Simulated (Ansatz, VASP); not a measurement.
**One calculation of Ag, two programs**

```
CELL_PARAMETERS angstrom
2.86416 0.00000 0.00000
-1.43208 2.48044 0.00000
0.00000 0.00000 4.70027
ATOMIC_POSITIONS crystal
Ag 0.33333 0.66667 0.25000
Ag 0.66667 0.33333 0.75000
```

Alike in both runs: functional PBEsol; k mesh 18 × 18 × 10; occupations fermi-dirac, width 0.15 eV; no spin polarisation.

Ansatz relaxed the structure, and its values are those at the end. VASP's run is a single point on that final structure, the one shown.

|  | VASP | Ansatz |
| --- | --- | --- |
| version | VASP 6.6.1 | Ansatz 0.2.0 |
| potentials or method | VASP PAW PBE potentials, release 64 (Ag) | scalar-relativistic, plane waves, PAW |
| plane-wave cutoff (eV) | 520 | 420 |
| valence electrons in the cell | 22 | 38 |

|  | VASP | Ansatz | Ansatz less VASP |
| --- | --- | --- | --- |
| gap on the k mesh at the Fermi level (eV) | none | none | - |
| pressure (GPa) | -0.2 | 0.0 | +0.23 |

A gap of «none» marks a metal or a gap that the smearing closes. With one functional, cell and mesh, what is left measures potentials, basis and numerics. The two sets of potentials don't hold the same shells in valence.

Caveats: the PAW data sets were made with another functional, which shifts forces and pressure a little (VASP).
